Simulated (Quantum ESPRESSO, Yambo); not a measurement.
# Beyond one shot: SiC (F-43m), part 2 of 2

Wanted: G0W0 and self-consistent gaps of SiC (F-43m), with the cost of the cycles.

Quantum ESPRESSO 7.5 and Yambo 5.3.0; PBE and many-body steps on it, plane waves. Known limits of the many-body steps: not at the basis limit; coarse k mesh.

So far. Step 4 (G0W0): The gap on the mesh goes from 1.36 eV to 2.07 eV, a correction of +0.71 eV. Step 5 (evGW0, cycle 1): Against G0W0 in Yambo (4×4×4 mesh, 90 bands, screening to 210.9 eV, Godby-Needs plasmon pole), the gap moves by +0.079 eV.

## 6. evGW0, cycle 2

Level of this step: evGW0 on PBE, plane waves, norm-conserving pseudopotentials (Yambo).

The corrected levels of the last cycle go back in.

File gw3.in:

```
HF_and_locXC
gw0
dyson
ppa
em1d
rim_cut
RandQpts= 1000000
RandGvec= 1 RL
EXXRLvcs= 74 Ry
VXCRLvcs= 296 Ry
Chimod= "HARTREE"
% BndsRnXp
 1 | 90 |
%
NGsBlkXp= 15.5 Ry
% LongDrXp
 1 | 1 | 1 |
%
% GbndRnge
 1 | 90 |
%
DysSolver= "n"
ExtendOut
PPAPntXp= 27.21138 eV
% QPkrange
 1 | 8 | 1 | 8 |
%
GfnQPdb= "E < ./gw2_fix/ndb.QP"
```

Run with:

```bash
$ OMP_NUM_THREADS=1 mpirun -n 4 yambo -F gw3.in -J gw3,gw1_W -C gw3 > gw3.log
```

The program printed:

```text
 Yambo, version 5.3.0

 [02] CORE Variables Setup
 =========================

  [... cell, symmetries and grids as in the set-up ...]

  [02.05] Energies & Occupations
  ==============================

  [X] === General ===
  [X] Electronic Temperature                        :  0.000000  0.000000 [eV K]
  [X] Bosonic    Temperature                        :  0.000000  0.000000 [eV K]
  [X] Finite Temperature mode                       : no
  [X] El. density                                   :  0.38662E+24 [cm-3]
[...]
Sx RL components                                 :  1471

   QP @ state[ 1 ] K range                          :   1   8
   QP @ state[ 1 ] b range                          :   1   8
   GF energies kind                                 : Perdew, Burke & Ernzerhof(X)+Perdew, Burke & Ernzerhof(C)+ E < ./gw1/ndb.QP + @E Fit+ E < ./gw2_fix/
   GF WF`s kind                                     : Perdew, Burke & Ernzerhof(X)+Perdew, Burke & Ernzerhof(C)
   Xs energies kind                                 : Perdew, Burke & Ernzerhof(X)+Perdew, Burke & Ernzerhof(C)
   Xs WF`s kind                                     : Perdew, Burke & Ernzerhof(X)+Perdew, Burke & Ernzerhof(C)

 [13] Game Over & Game summary
```

Wall time 92 s (4 MPI ranks of Arm Neoverse V2, shared host); peak memory 1.1 GiB; 6.2 min of CPU time.

This step gave:

| Item | Value |
| --- | --- |
| quasiparticle gap on the mesh | 2.155 eV |
| gap of the density functional on the mesh | 1.361 eV |
| k of the valence top | 0, 0, 0 |
| k of the conduction bottom | 0, -0.5, -0.5 |
| least direct quasiparticle gap on the computed points | 5.717 eV |

Against the cycle before, the gap moves by +0.007 eV.

The program's own table gives 2.287 eV, which is too large where the input levels are shifted: this version takes Σc at the unshifted level E₀, yet steps from the shifted one. The value above is the Newton step from E₀, E₀ + Z(Σc + Σx − Vxc), rebuilt from the printed columns.

## 7. evGW, cycle 1

This step: evGW on PBE, plane waves, norm-conserving pseudopotentials.

gw4.in, as its differences from gw3.in of step 6:

```diff
@@ -27,2 +27,3 @@
 %
-GfnQPdb= "E < ./gw2_fix/ndb.QP"
+GfnQPdb= "E < ./gw1/ndb.QP"
+XfnQPdb= "E < ./gw1/ndb.QP"
```

Run with:

```bash
$ OMP_NUM_THREADS=1 mpirun -n 4 yambo -F gw4.in -J gw4 -C gw4 > gw4.log
```

The program printed:

```text
 Yambo, version 5.3.0

 [02] CORE Variables Setup
 =========================

  [... cell, symmetries and grids as in the set-up ...]

  [02.05] Energies & Occupations
  ==============================

  [X] === General ===
  [X] Electronic Temperature                        :  0.000000  0.000000 [eV K]
  [X] Bosonic    Temperature                        :  0.000000  0.000000 [eV K]
  [X] Finite Temperature mode                       : no
  [X] El. density                                   :  0.38662E+24 [cm-3]
[...]
Sx RL components                                 :  1471

   QP @ state[ 1 ] K range                          :   1   8
   QP @ state[ 1 ] b range                          :   1   8
   GF energies kind                                 : Perdew, Burke & Ernzerhof(X)+Perdew, Burke & Ernzerhof(C)+ E < ./gw1/ndb.QP + @E Fit
   GF WF`s kind                                     : Perdew, Burke & Ernzerhof(X)+Perdew, Burke & Ernzerhof(C)
   Xs energies kind                                 : Perdew, Burke & Ernzerhof(X)+Perdew, Burke & Ernzerhof(C)
   Xs WF`s kind                                     : Perdew, Burke & Ernzerhof(X)+Perdew, Burke & Ernzerhof(C)

 [15] Game Over & Game summary
```

Elapsed: 99 s, on 4 MPI ranks; peak memory 1.1 GiB.

Numbers from this step:

- quasiparticle gap on the mesh: 2.279 eV
- gap of the density functional on the mesh: 1.361 eV
- k of the valence top: 0, 0, 0
- k of the conduction bottom: 0, -0.5, -0.5
- least direct quasiparticle gap on the computed points: 5.862 eV

Against G0W0 in Yambo (4×4×4 mesh, 90 bands, screening to 210.9 eV, Godby-Needs plasmon pole), the gap moves by +0.209 eV.

The program's own table gives 2.391 eV, which is too large where the input levels are shifted: this version takes Σc at the unshifted level E₀, yet steps from the shifted one. The value above is the Newton step from E₀, E₀ + Z(Σc + Σx − Vxc), rebuilt from the printed columns.

## 8. evGW, cycle 2

gw5.in, as its differences from gw4.in of step 7:

```diff
@@ -27,3 +27,3 @@
 %
-GfnQPdb= "E < ./gw1/ndb.QP"
-XfnQPdb= "E < ./gw1/ndb.QP"
+GfnQPdb= "E < ./gw4_fix/ndb.QP"
+XfnQPdb= "E < ./gw4_fix/ndb.QP"
```

Run with:

```bash
$ OMP_NUM_THREADS=1 mpirun -n 4 yambo -F gw5.in -J gw5 -C gw5 > gw5.log
```

The program printed:

```text
 Yambo, version 5.3.0

 [02] CORE Variables Setup
 =========================

  [... cell, symmetries and grids as in the set-up ...]

  [02.05] Energies & Occupations
  ==============================

  [X] === General ===
  [X] Electronic Temperature                        :  0.000000  0.000000 [eV K]
  [X] Bosonic    Temperature                        :  0.000000  0.000000 [eV K]
  [X] Finite Temperature mode                       : no
  [X] El. density                                   :  0.38662E+24 [cm-3]
[...]
Sx RL components                                 :  1471

   QP @ state[ 1 ] K range                          :   1   8
   QP @ state[ 1 ] b range                          :   1   8
   GF energies kind                                 : Perdew, Burke & Ernzerhof(X)+Perdew, Burke & Ernzerhof(C)+ E < ./gw1/ndb.QP + @E Fit+ E < ./gw4_fix/
   GF WF`s kind                                     : Perdew, Burke & Ernzerhof(X)+Perdew, Burke & Ernzerhof(C)
   Xs energies kind                                 : Perdew, Burke & Ernzerhof(X)+Perdew, Burke & Ernzerhof(C)
   Xs WF`s kind                                     : Perdew, Burke & Ernzerhof(X)+Perdew, Burke & Ernzerhof(C)

 [15] Game Over & Game summary
```

Wall time 99 s (4 MPI ranks); peak memory 1.1 GiB; 6.6 min of CPU time.

This step gave:

* quasiparticle gap on the mesh: 2.337 eV
* gap of the density functional on the mesh: 1.361 eV
* k of the valence top: 0, 0, 0
* k of the conduction bottom: 0, -0.5, -0.5
* least direct quasiparticle gap on the computed points: 5.942 eV

Against the cycle before, the gap moves by +0.058 eV.

The program's own table gives 2.478 eV, which is too large where the input levels are shifted: this version takes Σc at the unshifted level E₀, yet steps from the shifted one. The value above is the Newton step from E₀, E₀ + Z(Σc + Σx − Vxc), rebuilt from the printed columns.

## 9. evGW, cycle 3

gw6.in, as its differences from gw5.in of step 8:

```diff
@@ -27,3 +27,3 @@
 %
-GfnQPdb= "E < ./gw4_fix/ndb.QP"
-XfnQPdb= "E < ./gw4_fix/ndb.QP"
+GfnQPdb= "E < ./gw5_fix/ndb.QP"
+XfnQPdb= "E < ./gw5_fix/ndb.QP"
```

Run with:

```bash
$ OMP_NUM_THREADS=1 mpirun -n 4 yambo -F gw6.in -J gw6 -C gw6 > gw6.log
```

The program printed:

```text
 Yambo, version 5.3.0

 [02] CORE Variables Setup
 =========================

  [... cell, symmetries and grids as in the set-up ...]

  [02.05] Energies & Occupations
  ==============================

  [X] === General ===
  [X] Electronic Temperature                        :  0.000000  0.000000 [eV K]
  [X] Bosonic    Temperature                        :  0.000000  0.000000 [eV K]
  [X] Finite Temperature mode                       : no
  [X] El. density                                   :  0.38662E+24 [cm-3]
[...]
Sx RL components                                 :  1471

   QP @ state[ 1 ] K range                          :   1   8
   QP @ state[ 1 ] b range                          :   1   8
   GF energies kind                                 : Perdew, Burke & Ernzerhof(X)+Perdew, Burke & Ernzerhof(C)+ E < ./gw1/ndb.QP + @E Fit+ E < ./gw4_fix/
   GF WF`s kind                                     : Perdew, Burke & Ernzerhof(X)+Perdew, Burke & Ernzerhof(C)
   Xs energies kind                                 : Perdew, Burke & Ernzerhof(X)+Perdew, Burke & Ernzerhof(C)
   Xs WF`s kind                                     : Perdew, Burke & Ernzerhof(X)+Perdew, Burke & Ernzerhof(C)

 [15] Game Over & Game summary
```

Elapsed: 99 s, on 4 MPI ranks; peak memory 1.2 GiB; 6.5 min of CPU time.

This step gave:

* quasiparticle gap on the mesh: 2.354 eV
* gap of the density functional on the mesh: 1.361 eV
* k of the valence top: 0, 0, 0
* k of the conduction bottom: 0, -0.5, -0.5
* least direct quasiparticle gap on the computed points: 5.967 eV

Against the cycle before, the gap moves by +0.017 eV.

The program's own table gives 2.502 eV, which is too large where the input levels are shifted: this version takes Σc at the unshifted level E₀, yet steps from the shifted one. The value above is the Newton step from E₀, E₀ + Z(Σc + Σx − Vxc), rebuilt from the printed columns.

## 10. evGW, cycle 4

gw7.in, as its differences from gw6.in of step 9:

```diff
@@ -27,3 +27,3 @@
 %
-GfnQPdb= "E < ./gw5_fix/ndb.QP"
-XfnQPdb= "E < ./gw5_fix/ndb.QP"
+GfnQPdb= "E < ./gw6_fix/ndb.QP"
+XfnQPdb= "E < ./gw6_fix/ndb.QP"
```

Run with:

```bash
$ OMP_NUM_THREADS=1 mpirun -n 4 yambo -F gw7.in -J gw7 -C gw7 > gw7.log
```

The program printed:

```text
 Yambo, version 5.3.0

 [02] CORE Variables Setup
 =========================

  [... cell, symmetries and grids as in the set-up ...]

  [02.05] Energies & Occupations
  ==============================

  [X] === General ===
  [X] Electronic Temperature                        :  0.000000  0.000000 [eV K]
  [X] Bosonic    Temperature                        :  0.000000  0.000000 [eV K]
  [X] Finite Temperature mode                       : no
  [X] El. density                                   :  0.38662E+24 [cm-3]
[...]
Sx RL components                                 :  1471

   QP @ state[ 1 ] K range                          :   1   8
   QP @ state[ 1 ] b range                          :   1   8
   GF energies kind                                 : Perdew, Burke & Ernzerhof(X)+Perdew, Burke & Ernzerhof(C)+ E < ./gw1/ndb.QP + @E Fit+ E < ./gw4_fix/
   GF WF`s kind                                     : Perdew, Burke & Ernzerhof(X)+Perdew, Burke & Ernzerhof(C)
   Xs energies kind                                 : Perdew, Burke & Ernzerhof(X)+Perdew, Burke & Ernzerhof(C)
   Xs WF`s kind                                     : Perdew, Burke & Ernzerhof(X)+Perdew, Burke & Ernzerhof(C)

 [15] Game Over & Game summary
```

Elapsed: 100 s, on 4 MPI ranks; peak memory 1.1 GiB.

This step gave:

* quasiparticle gap on the mesh: 2.360 eV
* gap of the density functional on the mesh: 1.361 eV
* k of the valence top: 0, 0, 0
* k of the conduction bottom: 0, -0.5, -0.5
* least direct quasiparticle gap on the computed points: 5.974 eV

Against the cycle before, the gap moves by +0.005 eV.

The program's own table gives 2.510 eV, which is too large where the input levels are shifted: this version takes Σc at the unshifted level E₀, yet steps from the shifted one. The value above is the Newton step from E₀, E₀ + Z(Σc + Σx − Vxc), rebuilt from the printed columns.

## 11. The runs together

Times are wall times on 4 MPI ranks of Arm Neoverse V2, shared host, good to a factor of about two.

```csv
run,mesh,bands,screening cutoff (eV),DFT gap (eV),gap on the mesh (eV),direct (eV),time
G0W0,4×4×4,90,210.9,1.361,2.070,5.581,100 s
"evGW0, cycle 1",4×4×4,90,210.9,1.361,2.148,5.704,92 s
"evGW0, cycle 2",4×4×4,90,210.9,1.361,2.155,5.717,92 s
"evGW, cycle 1",4×4×4,90,210.9,1.361,2.279,5.862,99 s
"evGW, cycle 2",4×4×4,90,210.9,1.361,2.337,5.942,99 s
"evGW, cycle 3",4×4×4,90,210.9,1.361,2.354,5.967,99 s
"evGW, cycle 4",4×4×4,90,210.9,1.361,2.360,5.974,100 s
```

## 12. What came out

```json
{"G0W0": "2.070 eV", "evGW0, cycle 1": "2.148 eV", "evGW0, cycle 2": "2.155 eV", "evGW, cycle 1": "2.279 eV", "evGW, cycle 2": "2.337 eV", "evGW, cycle 3": "2.354 eV", "evGW, cycle 4": "2.360 eV", "known limits": "not at the basis limit; coarse k mesh"}
```

evGW0 ends at 2.16 eV, +0.09 eV from G0W0, after 2 cycles that took 3.1 min beside the first screening; the last moved the gap by 0.007 eV. evGW ends at 2.36 eV, +0.29 eV from G0W0, after 4 cycles that took 6.6 min beside the first screening; the last moved the gap by 0.005 eV. Against experiment, by evGW, cycle 4: the gap of 2.36 eV lies −0.03 eV from the measured 2.39 eV (kind not stated, quoted 2020); the gap of 2.36 eV lies −0.04 eV from the measured 2.4 eV (indirect, 2018). These are gaps on the mesh, at modest bands and cutoff. The calculation has static nuclei and no excitons; a measured gap holds zero-point and thermal motion, which mostly lowers it. Bands and cutoff are finite, so the gap is not at the basis limit. The miss can reach some tenths of an eV and take either sign; the mesh is an error of its own. The 4×4×4 mesh is coarse for this cell, which bears on the long-range parts of exchange and screening.

[Paths, hosts, dates, memory and timing lines, banners, echoed tables and standing remarks are left out of the program output.]

[Logs are printed without paths, hosts, clocks, repeated set-up lines and the standing remarks that a program may print on its own settings, such as how far it seeks lower states.]

[Runs of the session that timed out or met a known fault of the program may be left out.]

[Hosts, paths, dates, database ids (printed as entryN), source tags and the programs' standing remarks are cut or masked in the printed files.]
